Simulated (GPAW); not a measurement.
## Ga K ELNES/XANES of zinc-blende (GaAs)₁₋ₓ(GaP)ₓ at x = 0 from DFT

Aim: the Ga K edge in zinc-blende (GaAs)₁₋ₓ(GaP)ₓ at x = 0, one member of a composition series.

Calculated with GPAW 26.7.0; X-ray absorption from dipole matrix elements to empty bands, plane-wave PAW PBE.

## (1) Starting point

It takes space group F-43m (No. 216, cubic). Conventional cell: a = 5.653 Å, b = 5.653 Å, c = 5.653 Å, α = 90.00°, β = 90.00°, γ = 90.00°. Ga has 4 As at 2.45 Å nearest. Nearest to As lie 4 Ga at 2.45 Å. 16-atom zinc-blende cell, 0 of 8 As sites taken by P at random, lattice constants typed for the ends and interpolated (Vegard). Farther neighbours are not listed.

As a file:

```cif
data_structure
_symmetry_space_group_name_H-M 'P 1'
_symmetry_Int_Tables_number 1
_cell_length_a 7.9945
_cell_length_b 7.9945
_cell_length_c 7.9945
_cell_angle_alpha 60.000
_cell_angle_beta 60.000
_cell_angle_gamma 60.000
_cell_volume 361.30
loop_
_atom_site_label
_atom_site_type_symbol
_atom_site_fract_x
_atom_site_fract_y
_atom_site_fract_z
_atom_site_occupancy
Ga1 Ga 0.00000 0.00000 0.00000 1
As2 As 0.12500 0.12500 0.12500 1
Ga3 Ga 0.00000 0.00000 0.50000 1
As4 As 0.12500 0.12500 0.62500 1
Ga5 Ga 0.00000 0.50000 0.00000 1
As6 As 0.12500 0.62500 0.12500 1
Ga7 Ga 0.00000 0.50000 0.50000 1
As8 As 0.12500 0.62500 0.62500 1
Ga9 Ga 0.50000 0.00000 0.00000 1
As10 As 0.62500 0.12500 0.12500 1
Ga11 Ga 0.50000 0.00000 0.50000 1
As12 As 0.62500 0.12500 0.62500 1
Ga13 Ga 0.50000 0.50000 0.00000 1
As14 As 0.62500 0.62500 0.12500 1
Ga15 Ga 0.50000 0.50000 0.50000 1
As16 As 0.62500 0.62500 0.62500 1
```

## (2) The field without a hole

The ground state comes first: it tells whether the system has a gap, which decides how the excited electron is treated.

The input, scf.py:

```python
import numpy as np
from ase import Atoms
from ase.parallel import parprint, paropen
from gpaw import GPAW, PW, FermiDirac, Mixer, MixerDif, setup_paths
from gpaw.test import gen
setup_paths.insert(0, '.')
gen('Ga', name='nch1s', xcname='PBE', corehole=(1, 0, 0), write_xml=True)
from gpaw.mpi import world
world.barrier()

atoms = Atoms('GaAsGaAsGaAsGaAsGaAsGaAsGaAsGaAs',
    cell=[[0, 5.653, 5.653],
     [5.653, 0, 5.653],
     [5.653, 5.653, 0]],
    scaled_positions=[[0, 0, 0],
     [0.125, 0.125, 0.125],
     [0, 0, 0.5],
     [0.125, 0.125, 0.625],
     [0, 0.5, 0],
     [0.125, 0.625, 0.125],
     [1, 0.5, 0.5],
     [0.125, 0.625, 0.625],
     [0.5, 0, 0],
     [0.625, 0.125, 0.125],
     [0.5, 1, 0.5],
     [0.625, 0.125, 0.625],
     [0.5, 0.5, 0],
     [0.625, 0.625, 0.125],
     [0.5, 0.5, 0.5],
     [0.625, 0.625, 0.625]],
    pbc=True)
atoms.calc = calc = GPAW(legacy_gpaw=True, mode=PW(400, force_complex_dtype=True), xc='PBE', setups={0: 'nch1s'},
    kpts={'size': (4, 4, 4), 'gamma': True}, occupations=FermiDirac(0.05),
    charge=0, mixer=Mixer(0.1, 5, 50), maxiter=150,
    convergence={'density': 0.0001, 'eigenstates': 1e-6}, txt='scf.txt')
energy = atoms.get_potential_energy() + calc.get_reference_energy()
ef = calc.get_fermi_level()
out = dict(energy=energy, fermi=ef, forces=atoms.get_forces().tolist())
parprint(f'all-electron energy {energy:.4f} eV, Fermi level {ef:.4f} eV')
ev = np.array([[calc.get_eigenvalues(k, s) for k in range(len(calc.get_ibz_k_points()))] for s in range(calc.get_number_of_spins())])
out['homo'], out['lumo'], out['counts'] = ev[ev < ef].max(), ev[ev > ef].min(), sorted(set((ev < ef).sum((0, 2)).tolist()))
out['filled'] = (ev[:, 0] < ef).sum(1).tolist()
import json
with paropen('out.json', 'w') as f:
    json.dump(out, f)
```

Run with:

```console
> OMP_NUM_THREADS=1 mpirun -n 4 gpaw python scf.py
```

Numbers of over 12 decimals in the logs are rounded to 6 here.

Output:

```text
Input parameters:
  convergence: {density: 0.0001,
                eigenstates: 1e-06}
  kpts: {gamma: True,
         size: (4, 4, 4)}
  maxiter: 150
  mixer: {backend: pulay,
          beta: 0.1,
          method: separate,
          nmaxold: 5,
          weight: 50}
  mode: {ecut: 400.0,
         force_complex_dtype: True,
         name: pw}
  occupations: {fixmagmom: False,
                name: fermi-dirac,
                width: 0.05}
  setups: {0: nch1s}
  xc: PBE

Initialize ...

[... PAW data sets ...]

Reference energy: -915101.161771  # eV

Spin-paired calculation

[... convergence settings ...]
Symmetries present (total): 24
  [... symmetry matrices ...]

64 k-points: 4 x 4 x 4 Monkhorst-Pack grid + [1/8,1/8,1/8]
8 k-points in the irreducible part of the Brillouin zone
       k-points in crystal coordinates                weights
   0:     0.00000000    0.00000000    0.00000000          1/64
   1:     0.25000000    0.25000000    0.00000000          6/64
   2:     0.25000000    0.25000000    0.25000000          8/64
   3:     0.50000000    0.25000000   -0.25000000          6/64
   4:     0.50000000    0.25000000    0.25000000         12/64
   5:     0.50000000    0.50000000    0.00000000          3/64
   6:     0.50000000    0.50000000    0.25000000         24/64
   7:     0.50000000    0.50000000    0.50000000          4/64

Wave functions: Plane wave expansion
  Cutoff energy: 400.000 eV
  Number of coefficients (min, max): 6486, 6620
  Pulay-stress correction: 0.000000 eV/Ang^3 (de/decut=0.000000)
  Using FFTW library
  Wavefunction extrapolation:
    Improved wavefunction reuse through dual PAW basis

Occupation numbers: Fermi-Dirac:
  width: 0.0500  # eV

Eigensolver
   Davidson(niter=2)

Densities:
  Coarse grid: 40*40*40 grid
  Fine grid: 80*80*80 grid
  Total Charge: 0.000000

Density mixing:
  Method: separate
  Backend: pulay
  Linear mixing parameter: 0.1
  old densities: 5
  Width of damping distribution: 1.1
  Damping of long wavelength oscillations: 50

[... Hamiltonian set-up ...]
Number of atoms: 16
Number of atomic orbitals: 64
Number of bands in calculation: 43
Number of valence electrons: 64
Bands to converge: occupied

... initialized

Initializing position-dependent things.

Density initialized from atomic densities
Creating initial wave functions:
  43 bands from LCAO basis set

                           Ga
                                Ga
                             As

                    As
                         Ga
                      As
                Ga
             As             As
                   As
         Ga
                    As
              Ga
            As
                Ga
       Ga

Atomic positions and initial magnetic moments

Positions:
   0 Ga     0.000000    0.000000    0.000000    ( 0.0000,  0.0000,  0.0000)
   1 As     1.413250    1.413250    1.413250    ( 0.0000,  0.0000,  0.0000)
   2 Ga     2.826500    2.826500    0.000000    ( 0.0000,  0.0000,  0.0000)
   3 As     4.239750    4.239750    1.413250    ( 0.0000,  0.0000,  0.0000)
   4 Ga     2.826500    0.000000    2.826500    ( 0.0000,  0.0000,  0.0000)
   5 As     4.239750    1.413250    4.239750    ( 0.0000,  0.0000,  0.0000)
   6 Ga     5.653000    8.479500    8.479500    ( 0.0000,  0.0000,  0.0000)
[...]
13 As     4.239750    4.239750    7.066250    ( 0.0000,  0.0000,  0.0000)
  14 Ga     5.653000    5.653000    5.653000    ( 0.0000,  0.0000,  0.0000)
  15 As     7.066250    7.066250    7.066250    ( 0.0000,  0.0000,  0.0000)

Unit cell:
           periodic     x           y           z      points  spacing
  1. axis:    yes    0.000000    5.653000    5.653000    40     0.1632
  2. axis:    yes    5.653000    0.000000    5.653000    40     0.1632
  3. axis:    yes    5.653000    5.653000    0.000000    40     0.1632

  Lengths:   7.994549   7.994549   7.994549
  Angles:   60.000000  60.000000  60.000000

Effective grid spacing dv^(1/3) = 0.1781

iter:   1   -66.501425
iter:   2   -66.250741   -2.36  -0.86
iter:   3   -65.887330   -1.67  -0.92
iter:   4   -65.854897   -3.22  -1.40
iter:   5   -65.847937   -2.43  -1.51
iter:   6   -65.820640   -3.55  -1.86
iter:   7   -65.833401c  -3.32  -2.41
iter:   8   -65.819304c  -3.66  -2.04
iter:   9   -65.819491c  -4.80  -3.43
iter:  10   -65.819370c  -5.93  -3.05
iter:  11   -65.819386c  -7.21c -3.56
iter:  12   -65.819380c  -6.99c -3.65
iter:  13   -65.819380c  -8.31c -4.26c

Converged after 13 iterations.

Dipole moment: (-27.383002, -27.383002, -27.383002) |e|*Ang

Energy contributions relative to reference atoms: (reference = -915101.161771)

Kinetic:       +216.235489
Potential:     -191.263816
External:        +0.000000
XC:             -90.935431
Entropy (-ST):   -0.000108
Local:           +0.144432
SIC:             +0.000000
--------------------------
Free energy:    -65.819434
Extrapolated:   -65.819380

Showing only first 2 kpts
 Kpt  Band  Eigenvalues  Occupancy
  0    30      4.92509    1.99693
  0    31      4.92509    1.99693
  0    32      5.51480    0.00978
  0    33      5.97145    0.00000

  1    30      4.26765    2.00000
  1    31      4.26765    2.00000
  1    32      6.40718    0.00000
  1    33      7.07207    0.00000

Fermi level: 5.24903

Gap: 0.590 eV
Transition (v -> c):
  (s=0, k=0, n=31, [0.00, 0.00, 0.00]) -> (s=0, k=0, n=32, [0.00, 0.00, 0.00])
No difference between direct/indirect transitions

Forces in eV/Ang:
  0 Ga   -0.00000    0.00000    0.00000
  1 As    0.00020    0.00020    0.00020
  2 Ga    0.00000   -0.00000    0.00001
  3 As   -0.00020   -0.00020    0.00020
  4 Ga    0.00000    0.00001    0.00000
  5 As   -0.00020    0.00020   -0.00020
  6 Ga   -0.00001   -0.00000   -0.00000
[...]
13 As   -0.00016   -0.00016    0.00016
 14 Ga   -0.00000    0.00000    0.00000
 15 As    0.00016    0.00016    0.00016
Scalar-relativistic atomic PBE calculation for Ga (Gallium, Z=31)
Core hole in 1s state (1s occupation: 2.0)
600 radial gridpoints.
|------------------------------------------------|
|------------------------------------------------|
[... the atom generator's iteration count ...]

Energy contributions:
-------------------------
Kinetic:    +1975.818718
XC:           -75.460039
Potential:  -3843.834555
-------------------------
Total:      -1943.475875

state      eigenvalue         ekin         rmax
-----------------------------------------------
1s^2.0 :  -375.738345   483.145156        0.032
2s^2.0 :   -46.372143    92.242833        0.182
2p^6.0 :   -40.383279    89.841965        0.146
3s^2.0 :    -5.441135    20.702678        0.565
3p^6.0 :    -3.633356    18.380252        0.567
3d^10.0:    -0.703962    12.956549        0.533
4s^2.0 :    -0.328732     1.921093        1.895
4p^1.0 :    -0.094810     0.896399        2.539
-----------------------------------------------
(units: Bohr and Hartree)

Generating PAW setup
Kinetic energy of the core from tauc = 1991.443120
Cutoffs:
rc(s)=2.200
rc(p)=2.200
rc(d)=2.200
rc(vbar)=1.980
rc(comp)=2.200
rc(nct)=2.200

Kinetic energy of the core states: 1971.080133
Charge: 0.0
Core electrons: 28.0
Valence electrons: 3.0
Pseudo-core charge: 1.922205
Shape function alpha=2.066
Pseudo-electron charge 5.203998
state    eigenvalue         norm
--------------------------------
4s(2) :    -0.328732     1.135119
*s    :     0.671268
4p(1) :    -0.094810     1.011555
*p    :     0.905190
*d    :     0.000000
--------------------------------

Diagonalizing with gridspacing h=0.050

state   all-electron     PAW
-------------------------------
4s:      -0.328732    -0.328886
4p:      -0.094810    -0.094897
*d:                    0.028969
*f:                    0.063419
-------------------------------
all-electron energy -915166.9812 eV, Fermi level 5.2490 eV
```

Wall time 17 s (4 MPI ranks of AMD EPYC 9R14 (Zen 4), shared host); peak memory 0.3 GiB.

The mesh shows a gap of 0.59 eV. The excited electron is kept all the same, so that all members of the series, with or without a gap, are treated alike.

## (3) Cell without a hole, the energy reference

The photon energy needs a difference of total energies, so the cell and mesh of the coming hole run are first run without a hole.

scf.py, as its differences from that of step 2:

```diff
@@ -20,3 +20,3 @@
      [0.125, 0.625, 0.125],
-     [1, 0.5, 0.5],
+     [0, 0.5, 0.5],
      [0.125, 0.625, 0.625],
@@ -24,3 +24,3 @@
      [0.625, 0.125, 0.125],
-     [0.5, 1, 0.5],
+     [0.5, 0, 0.5],
      [0.625, 0.125, 0.625],
@@ -32,3 +32,3 @@
 atoms.calc = calc = GPAW(legacy_gpaw=True, mode=PW(400, force_complex_dtype=True), xc='PBE', setups={0: 'nch1s'},
-    kpts={'size': (4, 4, 4), 'gamma': True}, occupations=FermiDirac(0.05),
+    kpts={'size': (3, 3, 3), 'gamma': True}, occupations=FermiDirac(0.02),
     charge=0, mixer=Mixer(0.1, 5, 50), maxiter=150,
```

Output:

```text
Input parameters:
  convergence: {density: 0.0001,
                eigenstates: 1e-06}
  kpts: {gamma: True,
         size: (3, 3, 3)}
  maxiter: 150
  mixer: {backend: pulay,
          beta: 0.1,
          method: separate,
          nmaxold: 5,
          weight: 50}
  mode: {ecut: 400.0,
         force_complex_dtype: True,
         name: pw}
  occupations: {fixmagmom: False,
                name: fermi-dirac,
[...]
4s(2) :    -0.328732     1.135119
*s    :     0.671268
4p(1) :    -0.094810     1.011555
*p    :     0.905190
*d    :     0.000000
--------------------------------

Diagonalizing with gridspacing h=0.050

state   all-electron     PAW
-------------------------------
4s:      -0.328732    -0.328886
4p:      -0.094810    -0.094897
*d:                    0.028969
*f:                    0.063419
-------------------------------
all-electron energy -915166.8223 eV, Fermi level 5.2374 eV
[key lines of the parts left out:]
Converged after 15 iterations.
Dipole moment: (-27.335626, -27.335626, -27.335626) |e|*Ang
Free energy:    -65.660571
Fermi level: 5.23738
```

Wall time 13 s (4 MPI ranks); peak memory 0.31 GiB; 49 s of CPU time.

Reference energy: -915166.822 eV with the cores included.

(Part 1 of 2 ends here.)

[Banner, clock and machine lines of the logs are left out without a mark of their own.]

[Logs are printed without paths, hosts, clocks, repeated set-up lines and the standing remarks that a program may print on its own settings, such as how far it seeks lower states.]

[Hosts, paths, dates, database ids (printed as entryN), source tags and the programs' standing remarks are cut or masked in the printed files.]

[Lists of maxima count a maximum above −3 eV only where it reaches 4 % of the highest in the window and stands out from its surroundings by 2 % of it (1.5 % where it reaches 55 %); shoulders and weaker maxima are passed over, and of the rest the first, up to two pre-edge ones and the few strongest are named.]
